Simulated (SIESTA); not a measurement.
Runs of SIESTA 5.4.2 on NiO. The structure is cubic, space group Fm-3m (No. 225). The conventional cell has a = 4.172 Å, b = 4.172 Å, c = 4.172 Å, α = 90.00°, β = 90.00°, γ = 90.00°. Around Ni (site symmetry m-3m) lie 6 O at 2.09 Å. O (site symmetry m-3m) has 6 Ni at 2.09 Å as nearest neighbours. 

```tsv
task	level	potentials or basis	cell	k mesh	gap on the mesh (eV)	pressure (GPa)	moment (μB)
single point	PBE	PseudoDojo 0.4 standard (PBE files), DZP (energy shift 0.003 Ry; two zetas on semicore shells)	as given	11 × 11 × 11	none	6.4	1.76
band structure	PBE	PseudoDojo 0.4 standard (PBE files), TZDP (energy shift 0.003 Ry; two zetas on semicore shells)	as given	11 × 11 × 11	none	5.4	1.76
single point	PBE	PseudoDojo 0.4 standard (PBE files), DZP (energy shift 0.003 Ry; two zetas on semicore shells)	atoms moved at random, drawn with an rms of 0.05 Å	11 × 11 × 11	none	7.2	1.79
band structure	PBE	SG15 1.2 (PBE files) or PseudoDojo by element, DZP (energy shift 0.003 Ry; two zetas on semicore shells)	as given	11 × 11 × 11	none	6.6	(a)
```

Alike in all rows: spin collinear, ferromagnetic start; smearing fermi-dirac 0.05 eV; grid cutoff 800 Ry; energy shift 0.003 Ry.

Task: Estimate the missing entries.

Result: (a) 1.51.

Caveats: the basis of atomic orbitals isn't converged, which shifts pressures, moduli and gaps; a cell with one magnetic atom can't hold antiferromagnetic order, which such compounds often take; semilocal functionals often make such compounds metallic where correlation or magnetic order opens a gap, which also shifts bond lengths; short orbitals over semicore shells can move pressures by several GPa (some runs).

A gap of «none» marks a metal or a gap under the smearing width.
